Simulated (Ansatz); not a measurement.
Crystal: SnO2.

```
CELL_PARAMETERS angstrom
4.78800 0.00000 0.00000
0.00000 4.86658 0.00000
0.00000 0.00000 3.24090
ATOMIC_POSITIONS crystal
Sn 0.00000 0.00000 0.00000
Sn 0.50000 0.50000 0.50000
O 0.70815 0.67896 0.00000
O 0.20814 0.82104 0.50000
O 0.79185 0.17896 0.50000
O 0.29185 0.32104 0.00000
```

The cell is a database's computed one.

| Property | Result |
| --- | --- |
| Program | Ansatz 0.2.0 |
| Task | single point |
| Functional | PBE |
| Potentials or basis | Ansatz PAW |
| Cutoff | 420 eV (not typed: the program's choice for these potentials) |
| k mesh | 6 × 6 × 8 |
| Occupations | fermi-dirac, width 0.05 eV |
| Spin | no spin polarisation |

On this cell: pressure -0.5 GPa; largest force 0.072 eV/Å; band gap on the k mesh 0.81 eV, direct.

The same run follows on a disturbed copy (atoms moved at random, drawn with an rms of 0.05 Å):

```
Sn O
1.0
     4.78800    0.00000    0.00000
     0.00000    4.86658    0.00000
     0.00000    0.00000    3.24090
Sn O
2 4
Direct
  0.99842 0.99965 0.99104
  0.50464 0.50747 0.49559
  0.70051 0.67385 0.99245
  0.20310 0.81863 0.49194
  0.79013 0.17811 0.48941
  0.29065 0.31972 0.99237
```

**Question.** What changes?

**Answer.** The energy moves by +8.6 meV/atom; pressure 0.1 GPa; largest force 1.411 eV/Å; band gap on the k mesh 0.77 eV, direct.

Forces on the atoms (eV/Å):
```
Sn   0.115  0.245 -0.013
Sn  -0.939 -1.034 -0.200
O    0.708  0.796  0.101
O   -0.080 -0.072 -0.011
O    0.005 -0.024  0.080
O    0.190  0.089  0.043
```

Stress tensor (GPa, compression positive):
```
 0.23  0.00  0.03
 0.00 -0.42  0.15
 0.03  0.15  0.37
```

Caveats: spin-orbit coupling is left out, which moves the levels of the heavy elements.

